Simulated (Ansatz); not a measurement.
Crystal: Fe.

```xyz
2
Lattice="2.4342 0.0000 0.0000 -1.2171 2.1080 0.0000 0.0000 0.0000 3.8419" Properties=species:S:1:pos:R:3 pbc="T T T"
Fe    1.2171    0.7027    2.8815
Fe    0.0000    1.4054    0.9605
```

This isn't the form of Fe at room conditions, which is bcc.

Below is the output of Ansatz 0.2.0 for this cell. Logs are shortened: lines on timing, memory, paths and dates and some standing lists are left out, and cuts for length are marked.

```text
Warning: RAYON_NUM_THREADS=2 ignored (pool sized by the plan → 2); use --threads N
LAPW: plane waves up to 9.431 Å⁻¹, error target 1.0e-3 eV per atom; small_component_spin mean_spin; Fe in spheres of 1.190 Å, 16 of its electrons in bands, Dirac shells [] (how accurate: hamiltonian.pseudopotentials.lapw.basis_error, Limitations)
Engine: ansatz 0.2.0, aarch64-unknown-linux-gnu
Pseudopotentials: kind: all_electron
Pseudopotential: Fe, LAPW, valence charge 16, lapw/all_electron/scalar/gaussian/Fe, Koelling and Harmon's equation, gaussian nucleus
Functional definition: PBE
  parameter kappa = 0.804
  parameter beta = 0.06672455060314922
  exchange = pbe_x(kappa = kappa, mu = beta*pi^2/3)
  correlation = pbe_c(beta = beta)
Crystal: 2 atoms, lattice volume = 19.714 Å³
Basis set: ecut = 338.87067983815933 eV, 287 PW (Γ), exchange–correlation at level 2
Bands: 23, of which v1, the nominal top of the filled ones, is band 16 counted from 1 (15 counted from 0)
Symmetry: 24 space group operations
Space group: P63/mmc (ITA 194), of the structure as read, at distance tolerance 2.7e-5 Å
Magnetic group: BNS 194.263 (UNI 1493), of the structure as read, at distance tolerance 2.7e-5 Å
k-points: 76 of 1008
Non-local potential: Fe, projectors of the file, none
Initial density: superposition of atomic densities (chi_scale 0.1, normalization cell)
Starting moments: Σ|m| = 6 μB on 2 of 2 sites
Initial wavefunctions: plane waves of lowest kinetic energy (no species holds an atomic orbital)
Functional: x = pbe(κ = 0.804, μ = 0.2195149727645171), c = pbe(β = 0.06672455060314922)
iter 1 solved again at ethr=1.06e-4 eV; its pass at ethr=1.00e-1 eV (dr2=3.39e-2 eV) is discarded
SCF iter   1: F=—  HF=-69268.888052 eV  |F-HF|=—  |Δ(HF+E_count)|=         —  Δρ=1.32e-1 (↑1.32e-1 ↓1.26e-1)  dr2=3.42e-2  dr2_m=2.99e0  M=1.398 μB ∫|m|=1.436 μB  β_m=0.30  ethr=1.06e-4  ⟨swp⟩=3.0  Hψ=26115  notcnv=0
Mixer restart at iter 1: flushing history
[... 17 lines left out ...]
SCF converged after 14 iterations
Magnetization: 0.0000 μB (16.0000 up, 16.0000 down)
Absolute magnetization: 0.0000 μB (∫|ρ↑−ρ↓|)
Spin contamination: 0.0000 ħ² per cell (⟨S²⟩ above its minimum at these occupations)
Per-site moments (μB) at R_I (Å): [(6.242854624360916e-7, 1.1900794090257003), (6.242854624360916e-7, 1.1900794090257003)]
Free energy (F): -69268.027182 eV
Harris-Foulkes:  -69268.027182 eV  (|F-HF|=1.46e-11)
Internal energy: -69268.026981 eV  (E = F + TS)
E sigma→0 (E₀):  -69268.027081 eV
Entropy (-TS):   -0.000201 eV (-0.101 meV/atom)
Fermi energy:    22.129629 eV
--- Per-component energies (eV) ---
  E_band       = -323.289190
  E_kinetic    = 70225.372229
  E_xc         = -3044.587765
  E_electrostatic = -136448.811444  (all electrons and nuclei)
  E_smearing   = -0.000201  (= −TS)
  E_closure    = 0.000000  (closes the sum)
  E_atoms      = -69250.009230  (free atoms, spherical and without spin; not in F)
  Σ components = -69268.027182   (vs F -69268.027182, Δ=0.00e0)
  Basis errors (estimates in eV, not in F): energy 2.1e-4 per atom: plane waves 2.0e-4 (1.0e-4 summed), levels above the bands 0.0e0, relativity 5.0e-9, radial functions 1.0e-5, core shells 1.5e-8; eigenvalues (radial functions only) 1.2e-6; not estimated: angular momenta, meshes, grids; target (lapw.basis_error) 1.0e-3; muffin-tin radii Fe 1.190 Å
--- Forces (eV/Å), atoms counted from 1 ---
  atom   1  Fe    -0.00000000    -0.00000000     0.00000000
  atom   2  Fe     0.00000000     0.00000000     0.00000000
  max |Σ_I F_I| component: 4.63e-18 eV/Å
--- Stress (GPa, compression-positive) ---
        9.620002       0.000000       0.000000
        0.000000       9.620002      -0.000000
        0.000000      -0.000000      12.028616
  P = ⅓ Tr σ = 10.4229 GPa (104.229 kbar)
--- Band table (eV; the first three rows and the last of 152) ---
  k-point 0 ↑: bands = ["-65.2020", "-65.0460", "-31.5851", "-30.9739", "-30.9739", "-30.8647", "-30.8647", "-30.8481", "12.8702", "16.8956", "20.3444", "20.3444", "20.4980", "20.8434", "20.8434", "21.1964", "21.1964", "22.5603", "22.8542", "22.8542", "31.1952", "43.6050", "47.2787"]
  k-point 1 ↑: bands = ["-65.1944", "-65.0538", "-31.5496", "-30.9685", "-30.9685", "-30.8856", "-30.8701", "-30.8701", "13.1057", "16.8662", "20.2524", "20.2524", "20.4105", "20.7493", "20.7493", "21.4017", "21.4017", "21.8703", "22.8515", "22.8515", "32.2861", "43.4484", "46.7586"]
  k-point 2 ↑: bands = ["-65.1729", "-65.0756", "-31.4494", "-30.9901", "-30.9534", "-30.9534", "-30.8853", "-30.8853", "13.7840", "16.6378", "20.1483", "20.1483", "20.1860", "20.5303", "20.5303", "20.6521", "21.8213", "21.8213", "22.7917", "22.7917", "34.8157", "42.9289", "45.4505"]
  k-point 75 ↓: bands = ["-65.0351", "-65.0351", "-31.4139", "-31.4139", "-31.2695", "-31.2169", "-30.9737", "-30.9737", "18.4756", "18.5617", "18.5617", "18.6723", "19.7462", "19.7462", "21.2472", "21.5337", "22.8787", "22.8787", "29.2301", "29.2301", "30.3767", "31.7524", "33.9977"]
```

Problem. What input gives this log?

Solution. Single point with PBE, collinear spin, ferromagnetic start. The files as run (others can give the same):

input.yaml
```yaml
crystal:
  lattice:
    - [2.4341575853, 0.0, 0.0]
    - [-1.2170787927, 2.1080423057, 0.0]
    - [0.0, 0.0, 3.84193447]
  atoms:
    - { symbol: Fe, position: [0.6666666667, 0.3333333333, 0.75], spin: 3.0 }
    - { symbol: Fe, position: [0.3333333333, 0.6666666667, 0.25], spin: 3.0 }
kpoints:
  mp_grid: { grid: [12, 12, 7] }
scf:
  occupations: { method: gaussian, width: 0.012 }
hamiltonian:
  xc: pbe
  pseudopotentials: { kind: all_electron, lapw: { basis_error: 0.001 } }
magnetization:
  spin_polarized: true
output:
  forces: true
  stress: true
  eigenvalues: true
```

Potentials or basis: all-electron LAPW, scalar-relativistic.
Run with:
```sh
$ ansatz run input.yaml --threads 2 --pin off --max-ram 6144MiB --backend cpu --events-out ev --progress --plain --runs-dir out
```

Caveat: the starting moments collapsed, and a magnetic state may lie lower; the starting moments weren't kept.
